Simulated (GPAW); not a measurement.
Zn in GPAW: convergence with smearing width (eV)

Zn:

```
Zn
1.0
    -1.56904    1.56904    1.56904
     1.56904   -1.56904    1.56904
     1.56904    1.56904   -1.56904
Zn
1
Direct
  0.00000 0.00000 0.00000
```

This isn't the form of Zn at room conditions, which is hcp.

| Item | Value |
| --- | --- |
| Program | GPAW 26.7.0 |
| Task | convergence study |
| Functional | LDA |
| Potentials or basis | the program's PAW data sets (release 1.2.1) made for this functional |
| Cutoff | 600 eV |
| Basis | pw |
| k mesh | 12 × 12 × 12 |
| Occupations | gaussian, width 0.5 eV |
| Spin | no spin polarisation |

These are the settings of the first run; the series varies smearing width (eV), with any setting tied to it.

Hardware: 1 thread of Arm Neoverse V1 (shared host).

**Question.** The values tried are 0.5, 0.3, 0.2, 0.15, 0.1, 0.05, 0.025, 0.01, loosest first. From which on does the pressure stay within 0.1 GPa of the tightest run that finished?

**Answer.** From 0.3 on.

```tsv
smearing width (eV)	energy less the tightest run, at zero smearing (meV/atom)	pressure (GPa)	SCF cycles	CPU time (s)	peak memory (GiB)
0.5	-1.56	-8.49	8	9.4	0.13
0.3	-0.76	-8.63	8	9.4	0.13
0.2	-0.74	-8.67	8	9.2	0.13
0.15	-0.67	-8.65	8	9.5	0.13
0.1	-0.54	-8.61	8	9.5	0.13
0.05	-0.28	-8.62	8	9.5	0.13
0.025	-0.11	-8.65	8	9.4	0.13
0.01	0.00	-8.65	8	9.4	0.13
```

Against the tightest run, the energy stays within 1 meV/atom from 0.3 on. Narrower smearing needs a denser k mesh, so at a fixed mesh the narrowest width isn't the most accurate. The tightest run that finished is the yardstick and may itself not be fully converged.
